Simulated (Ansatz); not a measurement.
## Equation of state of ZnO from a dense series

```yaml
crystal:
  lattice:
    - [3.24940, 0.00000, 0.00000]
    - [-1.62470, 2.81406, 0.00000]
    - [0.00000, 0.00000, 5.20380]
  atoms:
    - { symbol: Zn, position: [0.33333, 0.66667, 0.00000] }
    - { symbol: Zn, position: [0.66667, 0.33333, 0.50000] }
    - { symbol: O, position: [0.33333, 0.66667, 0.38210] }
    - { symbol: O, position: [0.66667, 0.33333, 0.88210] }
```

Atom numbers follow the list: Zn1, Zn2, O3, O4.

The cell comes from COD entry 9004178, which wasn't checked; take it as a given geometry.

Method: DFT, LDA, all-electron LAPW, scalar-relativistic in Ansatz 0.2.0.

Numerical set-up: a Γ-centred 11×11×6 k mesh, Fermi–Dirac smearing of 0.02 eV, basis error target 0.5 meV/atom, no spin polarisation.

The cell is scaled evenly. Fractional coordinates are held (clamped ions).

| V (Å³/atom) | P (GPa) |
| --- | --- |
| 11.182 | 2.24 |
| 11.420 | -1.21 |
| 11.658 | -4.29 |
| 11.777 | -5.70 |
| 11.896 | -7.03 |
| 12.015 | -8.29 |
| 12.134 | -9.48 |
| 12.610 | -13.60 |

Problem. Fit a third-order Birch–Murnaghan curve to the pressures.

Solution. P = (3B0/2)(y^(7/2) − y^(5/2))[1 + (3/4)(B0′ − 4)(y − 1)] with y = (V0/V)^(2/3) fits within 0.01 GPa for V0 = 11.333 Å³/atom, B0 = 161.8 GPa and B0′ = 4.49.

Problem. Predict the pressure at the withheld volume, 12.372 Å³/atom.

Solution. There y = 0.9432, so the fit gives -11.66 GPa; the run gave -11.66 GPa.
